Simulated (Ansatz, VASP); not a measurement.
## Two plane-wave programs on CuO

Contents of INCAR:

```
  ALGO = Normal
  EDIFF = 1E-7
  ENCUT = 520
  GGA = PE
  ISIF = 2
  ISMEAR = 0
  LASPH = True
  LCHARG = False
  LREAL = False
  LWAVE = False
  NBANDS = 16
  NELM = 80
  PREC = Accurate
  SIGMA = 0.1
```

The input KPOINTS:

```
k-points
0
Gamma
  18 18 18
```

File POSCAR:

```
CuO
1.0
    0.0000000000      2.0457610680      2.0457610680
    2.0457610680      0.0000000000      2.0457610680
    2.0457610680      2.0457610680      0.0000000000
Cu O
1 1
Direct
    0.0000000000      0.0000000000      0.0000000000
    0.5000000000      0.5000000000      0.5000000000
```

Input for Ansatz:

```yaml
crystal:
  lattice:
    - [0.0, 2.045761068, 2.045761068]
    - [2.045761068, 0.0, 2.045761068]
    - [2.045761068, 2.045761068, 0.0]
  atoms:
    - { symbol: Cu, position: [0.0, 0.0, 0.0] }
    - { symbol: O, position: [0.5, 0.5, 0.5] }
basis:
  ecutwfc: 420
kpoints:
  mp_grid: { grid: [18, 18, 18] }
hamiltonian:
  xc: pbe
scf:
  occupations: { method: gaussian, width: 0.1 }
output:
  forces: true
  stress: true
  eigenvalues: true
```

Alike in both runs: task single point; functional PBE; k mesh 18 × 18 × 18; occupations gaussian, width 0.1 eV; no spin polarisation.

|  | VASP | Ansatz |
| --- | --- | --- |
| version | VASP 6.6.1 | Ansatz 0.2.0 |
| potentials or method | VASP PAW PBE potentials, release 64 (Cu, O) | scalar-relativistic, plane waves, PAW |
| plane-wave cutoff (eV) | 520 | 420 |
| valence electrons in the cell | 17 | 25 |

|  | VASP | Ansatz | Ansatz less VASP |
| --- | --- | --- | --- |
| gap on the k mesh at the Fermi level (eV) | none | none | - |
| pressure (GPa) | 25.8 | 25.1 | -0.62 |

A gap of «none» marks a metal or a gap that the smearing closes. The two sets of potentials don't hold the same shells in valence.

Caveats: so large a pressure means that the cell lies far from this level's equilibrium, or that cutoff or potentials fall short (VASP); an odd number of electrons without spin polarisation forces a metal; a magnetic or distorted state may lie lower; the run has no spin polarisation, though such a crystal can be magnetic; semilocal functionals often make such compounds metallic where correlation or magnetic order opens a gap, which also shifts bond lengths.
